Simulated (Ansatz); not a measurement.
Runs of Ansatz 0.2.0 on AlCo. Symmetry: Pm-3m, No. 221, cubic system. Conventional cell: a = 2.819 Å, b = 2.819 Å, c = 2.819 Å, α = 90.00°, β = 90.00°, γ = 90.00°. Co (site symmetry m-3m) is surrounded by 8 Al at 2.44 Å. Al (site symmetry m-3m) has 8 Co at 2.44 Å as nearest neighbours. The cell is a database's computed one.

```tsv
task	level	potentials or basis	spin	U	cell	k mesh	cutoff (eV)	smearing	hubbard projectors	double counting	driver	points for each segment of the path	mesh quality	gap on the mesh (eV)	pressure (GPa)	moment (μB)	V0 of scaled cells (Å³/atom)	B0 (GPa)
electric field gradients	PBEsol+U	Ansatz PAW	non-collinear, ferromagnetic start	Co d U = 1 eV	atoms moved at random, drawn with an rms of 0.1 Å	7 × 7 × 7	420	methfessel-paxton 0.2 eV	ortho-atomic (the default)	fll (the default)	-	-	not flagged	none	(d)	0.00	-	-
equation of state	PBE	Ansatz PAW soft_1	collinear, ferromagnetic start	-	Pm-3m, 11.21 Å³/atom	9 × 9 × 9	420	fermi-dirac 0.05 eV	-	-	-	-	not flagged	-	-	-	11.60	(b)
equation of state	PBEsol+D3(BJ)	Ansatz PAW	collinear, ferromagnetic start	-	P-1, 11.21 Å³/atom	9 × 9 × 9	420	fermi-dirac 0.02 eV	-	-	-	-	not flagged	-	-	-	10.92	207
atomic charges	RPBE+D3(BJ)+U	Ansatz PAW	collinear, ferromagnetic start	Co d U = 5 eV	Pm-3m, 11.21 Å³/atom	9 × 9 × 9	420	tetrahedron	ortho-atomic	fll (the default)	chain	-	not flagged	none	-21.2	0.47	-	-
ladder of functionals	LDA+U	Ansatz PAW earlier set	collinear, random start	Co d U = 3 eV	Pm-3m, 11.21 Å³/atom	9 × 9 × 9	1050	cold 0.1 eV	all-electron-ortho-atomic	fll	-	-	not flagged	none	(a)	0.00	-	-
atomic charges	PBEsol0	Ansatz PAW	collinear, ferromagnetic start	-	Pm-3m, 11.21 Å³/atom	6 × 6 × 6	420	fermi-dirac 0.1 eV	-	-	-	-	coarse	none	-	0.02	-	-
band structure	r2SCAN+rVV10+U	Ansatz PAW polarizable	collinear, random start	Co d U = 1 eV	Pm-3m, 11.21 Å³/atom	9 × 9 × 9	500	fermi-dirac 0.1 eV	atomic	fll (the default)	-	14	not flagged	none	-0.5	0.22	-	-
single point	revPBE+D3(BJ)+U	Ansatz PAW	collinear, random start	Co d U = 4.5 eV	Pm-3m, 11.21 Å³/atom	9 × 9 × 9	420	gaussian 0.05 eV	ortho-atomic (the default)	fll	-	-	not flagged	none	(c)	0.62	-	-
```

Estimate the missing entries.

(a) -7.9; (b) 179; (c) 0.6; (d) 2.8.

Caveats: some runs use coarse meshes; the PAW data sets come from PBE, with cores solved anew for the run's functional, which leaves a small shift of forces and pressure (some runs); the magnetic or orbital state may not be the lowest (some runs); the U is typed as a test and isn't derived for this compound (some runs); pairwise dispersion overbinds metals, which lowers pressure and volume (some runs); the potentials were made for another functional, which shifts forces and pressure (some runs); forces of over 1 eV/Å show positions far from the minimum, so gaps and moduli don't describe the material at rest (some runs); the cell was scaled at fixed shape and fractional positions, which overstates the stiffness of a crystal with free parameters, most of all of layers and chains (some runs).

A k mesh can miss the band edges.

A gap of «none» marks a metal or a gap under the smearing width.

Not every run made on this cell is shown here.
